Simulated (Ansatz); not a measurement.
CuO: band structure with PBE+U

The system is CuO.

```xyz
4
Lattice="3.4221 0.0000 0.0000 0.0000 3.4221 0.0000 0.0000 0.0000 4.2605" Properties=species:S:1:pos:R:3 pbc="T T T"
Cu    0.0000    1.7110    0.0000
Cu    1.7110    0.0000    2.1302
O     0.0000    0.0000    1.0651
O     0.0000    0.0000    3.1953
```

Measurements of this composition are mostly on another form, of space group No. 15.

```yaml
Program: Ansatz 0.2.0
Task: band structure
Functional: PBE
Potentials_or_basis: Ansatz PAW
Cutoff: "420 eV (not typed: the program's choice for these potentials)"
k_mesh: 8 × 8 × 6
Occupations: fermi-dirac, width 0.05 eV
Spin: no spin polarisation
Hubbard_terms: Cu d U = 8 eV
Path: "[[\"G\", \"X\", \"M\", \"G\", \"Z\", \"R\", \"A\", \"Z\"], [\"X\", \"R\"], [\"M\", \"A\"]]"
Points_for_each_segment_of_the_path: 14
Hubbard_projectors: ortho-atomic (the default)
Double_counting: fll (the default)
```

```
Pressure               : 2.2 GPa
Band gap on the k mesh : none (metal or under the smearing width)
```

Stress tensor (GPa, compression positive):
```
-5.46  0.00  0.00
 0.00 -5.46  0.00
 0.00  0.00 17.54
```

Levels at the corners of the path, in eV from the Fermi level:
| point | band 23 | band 24 | band 25 | band 26 | band 27 | band 28 |
| --- | --- | --- | --- | --- | --- | --- |
| Γ | -2.21 | 0.67 | 0.67 | 0.89 | 1.01 | 7.09 |
| X | -2.61 | -2.29 | 0.57 | 1.29 | 4.58 | 5.04 |
| M | -2.65 | -2.53 | -2.53 | 1.61 | 1.82 | 8.74 |
| Γ | -2.21 | 0.67 | 0.67 | 0.89 | 1.01 | 7.09 |
| Z | -1.95 | -1.95 | -0.12 | -0.12 | 2.95 | 2.95 |
| R | -3.00 | -2.76 | -0.95 | 0.34 | 4.76 | 5.99 |
| A | -2.32 | -2.32 | -1.39 | -1.39 | 4.63 | 4.63 |
| Z | -1.95 | -1.95 | -0.12 | -0.12 | 2.95 | 2.95 |
| X | -2.61 | -2.29 | 0.57 | 1.29 | 4.58 | 5.04 |
| R | -3.00 | -2.76 | -0.95 | 0.34 | 4.76 | 5.99 |
| M | -2.65 | -2.53 | -2.53 | 1.61 | 1.82 | 8.74 |
| A | -2.32 | -2.32 | -1.39 | -1.39 | 4.63 | 4.63 |

Eigenvalues of the final occupation matrices:
```tsv
site	spin	trace	eigenvalues
site 1	1	4.85	0.89 0.97 1.00 1.00 1.00
site 2	1	4.85	0.89 0.97 1.00 1.00 1.00
```

Wall time 10 s on 2 threads of Intel(R) Xeon(R) Platinum 8259CL CPU @ 2.50GHz (Skylake/Cascade Lake), with other jobs on the host, peak memory 0.5 GiB.

Caveat: the pressure holds a Pulay correction of +0.6 GPa for the finite cutoff; the run has no spin polarisation, though such a crystal can be magnetic; U without spin polarisation on a metal has little footing.
